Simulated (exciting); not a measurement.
An input for exciting (release sodium) (PbS (Galena)):

Contents of input.xml:

```xml
<input>
  <title>PbS</title>
  <structure speciespath="./" tshift="false">
    <crystal scale="1.0">
      <basevect>0.000000000000 2.965750000000 2.965750000000</basevect>
      <basevect>2.965750000000 0.000000000000 2.965750000000</basevect>
      <basevect>2.965750000000 2.965750000000 0.000000000000</basevect>
    </crystal>
    <species speciesfile="Pb.xml" rmt="2.3">
      <atom coord="0.000000000000 0.000000000000 0.000000000000"/>
    </species>
    <species speciesfile="S.xml" rmt="1.9">
      <atom coord="0.500000000000 0.500000000000 0.500000000000"/>
    </species>
  </structure>
  <groundstate do="fromscratch" ngridk="7 7 7" rgkmax="6.5" gmaxvr="14" lmaxapw="10" lmaxmat="10" lmaxvr="8" stype="Fermi Dirac" swidth="0.00099958" nempty="28" ValenceRelativity="iora*" epsengy="1e-05" epspot="1e-05" maxscl="50" outputlevel="normal" vkloff="0.5 0.5 0.5">
    <libxc exchange="XC_LDA_X" correlation="XC_LDA_C_HL"/>
  </groundstate>
  <properties>
    <momentummatrix/>
    <dielmat intraband="false" scissor="0.018375" wmax="0.5" wgrid="200" swidth="0.02" tevout="true">
      <epscomp>1 1</epscomp>
      <epscomp>2 2</epscomp>
      <epscomp>3 3</epscomp>
    </dielmat>
  </properties>
</input>
```

Potentials or basis: all-electron LAPW+lo, shipped species files, valence relativity iora*.

The run is started by

```sh
$ OMP_NUM_THREADS=1 exciting_smp
```

Task: What does the program do with it?

Result: The run stopped without a result. It printed:

Output:

```text
Error(checkmt): muffin-tin spheres overlap between
                   species    2 atom    1 and
                   species    1 atom    1

   Sum of muffin-tin radii :    4.2000
   Distance between atoms  :    2.9657

   Please check, and possibly reduce, the input (or default) values
   of the attribute ''rmt'' inside the element ''species''
   for species    2 and    1

   See link:
```
